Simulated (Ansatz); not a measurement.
# Sb (P2_1/m) in Ansatz: band structure with HSE06

Aim: the band structure of Sb with HSE06.

Program: Ansatz 0.2.0. These are calculated values, not measurements. Logs are shortened: lines on timing, memory, paths and dates and some standing lists are left out, and cuts for length are marked.

**1. Starting point**

Symmetry: P2_1/m, No. 11, monoclinic system. Conventional cell: a = 4.528 Å, b = 4.421 Å, c = 6.500 Å, α = 90.00°, β = 101.72°, γ = 90.00°. Around Sb (site symmetry m) lie 3 Sb at 2.92 to 2.98 Å. Sb (site symmetry m) has 3 Sb at 2.92 to 2.98 Å as nearest neighbours.

This isn't the form of Sb at room conditions, which is rhombohedral.

**2. Band structure, HSE06**

File input:

```
crystal:
  lattice:
    - [4.5277, 0.0, 0.0]
    - [0.0, 4.4211, 0.0]
    - [-1.320519, 0.0, 6.364348]
  atoms:
    - { symbol: Sb, position: [0.33993, 0.25, 0.68367] }
    - { symbol: Sb, position: [0.936638, 0.75, 0.762758] }
    - { symbol: Sb, position: [0.063362, 0.25, 0.237242] }
    - { symbol: Sb, position: [0.66007, 0.75, 0.31633] }
hamiltonian:
  xc: hse06
  pseudopotentials: { kind: paw }
kpoints:
  mp_grid: { grid: [4, 4, 4] }
  band_path:
    path:
      - [[0.0, 0.0, 0.0], [0.0, 0.0, 0.5], [-0.4477206365, 0.0, 0.6305792361], [-0.5, 0.0, 0.5], [-0.5, 0.5, 0.5], [-0.5522793635, 0.5, 0.3694207639], [-0.5, 0.5, 0.0], [-0.5, 0.0, 0.0], [-0.5522793635, 0.0, 0.3694207639]]
      - [[-0.4477206365, 0.5, 0.6305792361], [0.0, 0.5, 0.5], [0.0, 0.5, 0.0]]
      - [[0.0, 0.0, 0.5], [0.0, 0.5, 0.5]]
    npoints: 4
scf:
  occupations: { method: fermi_dirac, width: 0.05 }
  n_extra_bands: 10
output:
  forces: true
  stress: true
  eigenvalues: true
  fatbands: false
  write_density: true
  write_potential: true
  elf: true
  volumetric_format: npy
```

Potentials or basis: Ansatz PAW.

Log:

```text
Warning: output.stress: scf.convergence.dr2_threshold = 1e-7 eV (the SCF's general default) is looser than the 4e-10 eV advised for a printed stress (1e-10 eV for each atom of the cell: 4). What an SCF threshold leaves in a stress goes as its square root, and in the free energy as the threshold itself, and one threshold admits the most on a small cell: of the crystals measured, under no hybrid functional and no lock of the moments, on runs that ended without the residual-converged pass, on stresses that held no estimate of that error, the worst erred by over 100 MPa in a component at 1e-7 eV an atom and by under 5 at 1e-10. Set scf.convergence.dr2_threshold to 4e-10 eV or tighter. The threshold is an SCF's pass mark: one that does not reach it within its budget of iterations ends unconverged, or closes short of it on a stop that the run arms, and scf.convergence.dr2_threshold's page says what that costs each kind of run
Warning: output.stress: scf.exx.energy_threshold = 1e-6 eV is looser than the 4e-8 eV advised for a stress under a hybrid functional (1e-8 eV for each atom of the cell: 4). Every SCF of the exchange loop can meet its threshold on dr2 while the loop round them stops early: no threshold on dr2 bounds what that leaves in the stress. Set scf.exx.energy_threshold to 4e-8 eV or tighter. The threshold is the loop's pass mark: a loop that does not reach it within its budget of cycles ends unconverged, and scf.exx.energy_threshold's page has the law
scf.n_extra_bands = 10 over 30 filled bands (N_el = 60.0): the run solves 40 bands
GPUs: using 1 of 1 available (devices: 1).
Engine: ansatz 0.2.0, x86_64-unknown-linux-gnu
Pseudopotentials: kind: paw
Pseudopotential: Sb, paw, valence charge 15, recommended cutoff 420 eV (normal), Sb.paw.azcp
Functional definition: HSE06
  parameter a = 0.25
  parameter omega = 0.11/bohr
  exchange = pbe_x - a*pbe_x_sr(omega) + a*exact_x_sr(omega)
  correlation = pbe_c
device memory: the entry about to start is reckoned to put 1.7 GiB on a device that reports 59.6 GiB free (of which the cap on the GPU budget leaves the run 18.0 GiB)
GPU FFT provider: cuFFT
GPU libraries: cuBLAS 13.8.2, cuFFT 12.4.0, cuSOLVER 12.3.4
Crystal: 4 atoms, lattice volume = 127.398 Å³
Basis set: ecut = 420 eV, 2489 PW (Γ), exchange–correlation on 64×60×90 points (8 copies of the dense FFT grid, shifted against one another)
Bands: 40, of which v1, the nominal top of the filled ones, is band 30 counted from 1 (29 counted from 0)
Symmetry: 4 space group operations
Space group: P21/m (ITA 11), of the structure as read, at distance tolerance 5.0e-5 Å
k-points: 30 of 64
Non-local potential: Sb, projectors of the file, l = 0: 2, l = 1: 2, l = 2: 2, l = 3: 2
PAW form: soft (Blöchl's): semilocal exchange-correlation on the pseudo side does not see the compensation charge
PAW frozen core: Sb, regenerated for the run's functional, and the local potential with it (the file was generated under x = pbe(κ = 0.804, μ = 0.2195149727645171), c = pbe(β = 0.06672455060314922))
PAW one-centre angular grid: Sb, 590 points (default); XC on 64 Gauss nodes
Initial density: superposition of atomic densities (neutral atoms: chi_scale 0, normalization atom), corrected by the library's trained network
Initial wavefunctions: pseudopotential atomic-orbital guess
GPU buffer pool allocated for 43200 grid points (all kernels)
GPU transforms: local potential and band sums: pruned to the plane-wave sphere, on 32×30×45
Functional: x = pbe(κ = 0.804, μ = 0.2195149727645171), c = pbe(β = 0.06672455060314922), warm-up for x = pbe(κ = 0.804, μ = 0.2195149727645171) + 0.25 (exact − pbe) at short range (hse, ω = 0.20786987370883472 Å⁻¹), c = pbe(β = 0.06672455060314922); HSE06 as pw.x's `hse` composes it (authors' and Libxc's form: `xc: wpbeh`)
SCF iter   1: F=—  HF=-25937.597670 eV  |F-HF|=—  |Δ(HF+E_count)|=         —  Δρ=2.20e-3  dr2=1.24e-2  ethr=1.77e-3  ⟨swp⟩=12.8  Hψ=5294  notcnv=0
preconditioner: auto → none  [insulator: Δε(μ)=0.201 eV  Ē_g=9.148 eV  σ=0.050 eV  W_gap=0.65  n_scr=30 (ndim 8)  ℏωp=14.7 eV  f_vac=0.000  D(μ)=0.69/eV (n_scr^D=2)]
SCF iter   2: F=—  HF=-25937.597265 eV  |F-HF|=—  |Δ(HF+E_count)|=   4.05e-4  Δρ=1.01e-3  dr2=2.21e-3  ethr=2.07e-5  ⟨swp⟩=5.5  Hψ=3374  notcnv=0  defer=31
SCF iter   3: F=—  HF=-25937.597341 eV  |F-HF|=—  |Δ(HF+E_count)|=   7.57e-5  Δρ=5.98e-4  dr2=1.18e-3  ethr=3.69e-6  ⟨swp⟩=3.6  Hψ=2421  notcnv=0  defer=1
iter 4 solved again at ethr=4.05e-8 eV; its pass at ethr=1.96e-6 eV (dr2=2.43e-5 eV) is discarded
SCF iter   4: F=—  HF=-25937.597211 eV  |F-HF|=—  |Δ(HF+E_count)|=   1.29e-4  Δρ=1.57e-4  dr2=2.44e-5  ethr=4.05e-8  ⟨swp⟩=3.2  Hψ=5151  notcnv=0  defer=1
SCF iter   5: F=—  HF=-25937.597231 eV  |F-HF|=—  |Δ(HF+E_count)|=   2.02e-5  Δρ=4.40e-5  dr2=1.30e-6  ethr=4.05e-8  ⟨swp⟩=3.1  Hψ=2406  notcnv=0  defer=1
SCF iter   6: F=—  HF=-25937.597234 eV  |F-HF|=—  |Δ(HF+E_count)|=   2.63e-6  Δρ=1.02e-5  dr2=9.80e-8  ethr=2.16e-9  ⟨swp⟩=3.1  Hψ=2427  notcnv=0  defer=1
[... 28 lines left out ...]
GPU libraries: cuBLAS 13.8.2, cuFFT 12.4.0, cuSOLVER 12.3.4
GPU buffer pool allocated for 43200 grid points (all kernels)
GPU transforms: local potential and band sums: pruned to the plane-wave sphere, on 32×30×45
Exchange kernel: α = 0.2500, screened, ω = 0.2079 Å⁻¹, Wigner–Seitz truncation, v(0) = 1043.6848 eV·Å³, q-mesh 4×4×4, nearest image of the exchange supercell L = 17.68 Å, pair-density grid 24×20×30, without the augmentation charges, whose exchange is taken in its separable form by FFT convolution over the k-point mesh (sized by the pseudopotential files, 30×30×45 at the most), smooth part of the exact exchange by density-matrix convolution in up to 4.34 GiB of GPU memory as planned if the GPU has room (build and FFT work areas not counted)
Frozen-core exchange: fock
SCF iter   1: F=—  HF=-25954.507714 eV  |F-HF|=—  |Δ(HF+E_count)|=         —  Δρ=3.98e-5  dr2=2.95e-6  ethr=1.05e-6  ⟨swp⟩=4.1  Hψ=2530  notcnv=0
preconditioner: auto → none  [insulator: Δε(μ)=0.221 eV  Ē_g=10.232 eV  σ=0.050 eV  W_gap=0.58  n_scr=30 (ndim 8)  ℏωp=14.7 eV  f_vac=0.000  D(μ)=0.48/eV (n_scr^D=0)]
SCF iter   2: F=—  HF=-25954.507717 eV  |F-HF|=—  |Δ(HF+E_count)|=   2.58e-6  Δρ=2.00e-5  dr2=6.06e-7  ethr=4.27e-9  ⟨swp⟩=4.2  Hψ=3308  notcnv=0  defer=1
SCF iter   3: F=—  HF=-25954.507717 eV  |F-HF|=—  |Δ(HF+E_count)|=   7.39e-8  Δρ=6.80e-6  dr2=4.90e-8  ethr=7.17e-10  ⟨swp⟩=4.2  Hψ=2419  notcnv=0  defer=9
SCF iter   4: F=—  HF=-25954.507717 eV  |F-HF|=—  |Δ(HF+E_count)|=   1.25e-7  Δρ=3.47e-6  dr2=4.35e-8  ethr=6.69e-11  ⟨swp⟩=5.3  Hψ=3749  notcnv=0  defer=5
SCF iter   5: F=—  HF=-25954.507717 eV  |F-HF|=—  |Δ(HF+E_count)|=   3.73e-9  Δρ=2.00e-6  dr2=2.58e-8  ethr=6.69e-11  ⟨swp⟩=3.8  Hψ=2354  notcnv=0  defer=1
SCF iter   6: F=—  HF=-25954.507717 eV  |F-HF|=—  |Δ(HF+E_count)|=   5.66e-9  Δρ=8.04e-7  dr2=3.83e-9  ethr=4.23e-11  ⟨swp⟩=2.9  Hψ=2181  notcnv=0
SCF iter   7: F=—  HF=-25954.507717 eV  |F-HF|=—  |Δ(HF+E_count)|=  7.57e-10  Δρ=2.87e-7  dr2=5.42e-10  ethr=5.63e-12  ⟨swp⟩=3.0  Hψ=2245  notcnv=0
SCF iter   8: F=-25954.507717 eV  HF=-25954.507717 eV  |F-HF|=2.18e-10  |Δ(HF+E_count)|=   2.67e-9  Δρ=3.54e-7  dr2=3.17e-10  ethr=1.00e-12  ⟨swp⟩=3.7  Hψ=3072  notcnv=0
SCF 3 converged in 8 iterations: F = -25954.507717 eV  dr2 = 3.17e-10
  Residual-converged pass: ⟨swp⟩=3.0  Hψ=2293  notcnv=0  max |occ|·‖R‖ = 2.7e-7 eV (tolerance 2.7e-7 eV)  dr2=3.18e-10  dr2_onsite=7.20e-12  max |Δocc| = 1.4e-13
hybrid outer 2: dexx = +2.190e-6 eV, tail = 2.21e-8 eV, Δε = 2.08e-3 eV (about 5.05e-5 eV left of the loop's levels), ΔF = 4.91e-3 eV/Å (tail 7.47e-4)
device memory: the entry about to start is reckoned to put 0.9 GiB on a device that reports 59.0 GiB free (of which the cap on the GPU budget leaves the run 18.0 GiB)
NSCF: frozen V_eff on 47 k-points, pencils in batches of 32, up to order 176
hybrid SCF converged: 2 outer / 15 inner (+8 warm-up), last move |dexx| = 2.19e-6 eV, tail = 2.21e-8 eV
Stability not checked: this state was not tested for a lower state beside it, because the functional holds exact exchange (a hybrid, or Hartree-Fock), whose exchange loop this test does not read (fock_operator; see scf.lower_state_search)
Free energy (F): -25954.507717 eV
Frozen-core exchange: fock
Harris-Foulkes:  -25954.507717 eV  (|F-HF|=2.18e-10)
Internal energy: -25954.503766 eV  (E = F + TS)
E sigma→0 (E₀):  -25954.505742 eV
Entropy (-TS):   -0.003950 eV (-0.988 meV/atom)
Fermi energy:    8.926428 eV
--- Per-component energies (eV) ---
  E_band       = -839.331454
  E_kinetic    = 822.791519
  E_local      = -6625.464809  (includes V_loc(G=0)·N_el)
  E_nonlocal   = 1446.059813
  E_hartree    = 3000.933148
  E_xc         = -443.464354
  E_vxc        = -308.812061  (∫ρ·V_xc dr)
  E_exx        = -161.661432  (= α·E_x^exact, valence–valence)
  E_paw        = -18267.496135  (= ΣΔE_a)
  E_vpaw       = -1852.447957  (= ΣTr[D̂ρ^β])
  E_aug_tail   = -0.000006  (compensation charges beyond the density's cutoff)
  E_ewald      = -5726.302752
  E_core_change = 0.101242  (= ΣΔE_core)
  E_smearing   = -0.003950  (= −TS)
  E_closure    = 0.000000  (closes the sum)
  Σ components = -25954.507717   (vs F -25954.507717, Δ=0.00e0)
--- Forces (eV/Å), atoms counted from 1 ---
  atom   1  Sb    -0.32172505     0.00000000    -0.05992327
  atom   2  Sb     0.31442610     0.00000000    -0.34490508
  atom   3  Sb    -0.31442610     0.00000000     0.34490508
  atom   4  Sb     0.32172505    -0.00000000     0.05992327
  max |Σ_I F_I| component: 5.55e-17 eV/Å
--- Stress (GPa, compression-positive) ---
       -1.956383      -0.000000       0.472490
       -0.000000      -1.987437      -0.000000
        0.472491      -0.000000      -1.915305
  P = ⅓ Tr σ = -1.9530 GPa (-19.530 kbar)
--- Band table (eV; the first three rows and the last of 30) ---
  k-point 0: bands = ["-22.7577", "-22.7516", "-22.7482", "-22.7140", "-22.7024", "-22.6869", "-22.6826", "-22.6560", "-22.6537", "-22.6437", "-22.5708", "-22.5494", "-22.5475", "-22.5444", "-22.5344", "-22.5078", "-22.5076", "-22.4877", "-22.4755", "-22.4754", "-4.6727", "-1.9277", "0.9333", "1.8865", "4.2774", "5.0685", "5.8236", "6.5142", "7.3341", "8.7241", "11.3179", "12.0919", "12.4346", "12.4915", "12.4972", "13.0410", "13.4422", "15.0245", "15.4506", "16.3386"]
  k-point 1: bands = ["-22.7585", "-22.7507", "-22.7492", "-22.7122", "-22.7009", "-22.6844", "-22.6825", "-22.6606", "-22.6574", "-22.6416", "-22.5710", "-22.5500", "-22.5470", "-22.5434", "-22.5345", "-22.5077", "-22.5073", "-22.4876", "-22.4757", "-22.4750", "-4.5139", "-2.4206", "0.8939", "2.4727", "4.7612", "5.2450", "5.5007", "6.8103", "6.9571", "8.5062", "10.6352", "11.1003", "11.8716", "12.4965", "13.1886", "13.4584", "13.6154", "15.0130", "15.9399", "16.4838"]
  k-point 2: bands = ["-22.7592", "-22.7500", "-22.7499", "-22.7109", "-22.6981", "-22.6871", "-22.6733", "-22.6701", "-22.6602", "-22.6404", "-22.5711", "-22.5506", "-22.5465", "-22.5424", "-22.5347", "-22.5077", "-22.5071", "-22.4875", "-22.4758", "-22.4747", "-4.2876", "-2.9122", "0.8861", "2.8605", "5.2411", "5.5162", "6.1468", "6.5093", "6.9491", "7.2129", "9.8538", "11.1657", "11.5184", "12.4636", "13.3300", "13.8906", "14.1217", "15.0497", "16.0237", "16.8924"]
  k-point 29: bands = ["-22.7479", "-22.7479", "-22.7113", "-22.7113", "-22.6841", "-22.6841", "-22.6708", "-22.6708", "-22.6440", "-22.6440", "-22.5570", "-22.5570", "-22.5512", "-22.5512", "-22.5325", "-22.5325", "-22.5107", "-22.5107", "-22.4851", "-22.4851", "-1.8601", "-1.8601", "-0.0999", "-0.0999", "3.1682", "3.1682", "4.6249", "4.6249", "7.4579", "7.4579", "11.2970", "11.2970", "13.0272", "13.0272", "14.2266", "14.2266", "16.3242", "16.3242", "16.8721", "16.8721"]
```

Wall time 98 s (1 × NVIDIA H100 80GB HBM3 with 2 threads of AMD EPYC 7R13 (Zen 3), shared host); peak memory 2.8 GiB.

What came out:

```yaml
Free_energy: -25954.5077 eV
Pressure: -2.0 GPa
Largest_force: 0.467 eV/Å
Band_gap_on_the_k_mesh: none (metal or under the smearing width)
```

Forces in eV/Å, atoms in the order of the input:
```
Sb  -0.322  0.000 -0.060
Sb   0.314  0.000 -0.345
Sb  -0.314  0.000  0.345
Sb   0.322  0.000  0.060
```

Stress tensor (GPa, compression positive):
```
-1.96  0.00  0.47
 0.00 -1.99  0.00
 0.47  0.00 -1.92
```

Levels at the corners of the path, in eV from the Fermi level:
```
point  band 28  band 29  band 30  band 31  band 32  band 33
    Γ    -2.41    -1.59    -0.20     2.39     3.17     3.51
    Y    -2.42    -1.98    -1.71     0.93     2.24     2.59
    H    -1.22    -1.07    -0.55    -0.13     0.39     0.95
    C    -1.21    -0.76    -0.74    -0.22     0.88     1.46
    E    -4.30    -1.47    -1.47     2.37     2.37     4.10
   M1    -4.02    -1.72    -1.72     2.32     2.32     3.64
    A    -3.96    -2.61    -2.61     1.16     1.16     5.74
    X    -1.04    -1.03    -0.72     0.44     1.47     1.51
   H1    -1.22    -1.07    -0.55    -0.13     0.39     0.95
    M    -4.02    -1.72    -1.72     2.32     2.32     3.64
    D    -1.83    -0.94    -0.94     0.35     0.35     1.27
    Z    -1.57    -1.25    -1.25     0.69     0.69     1.63
    Y    -2.42    -1.98    -1.71     0.93     2.24     2.59
    D    -1.83    -0.94    -0.94     0.35     0.35     1.27
```

Caveat: spin-orbit coupling is left out, which moves the levels of the heavy elements; the PAW data sets come from PBE, with cores solved anew for the run's functional, which leaves a small shift of forces and pressure; the thresholds are loose for stress.
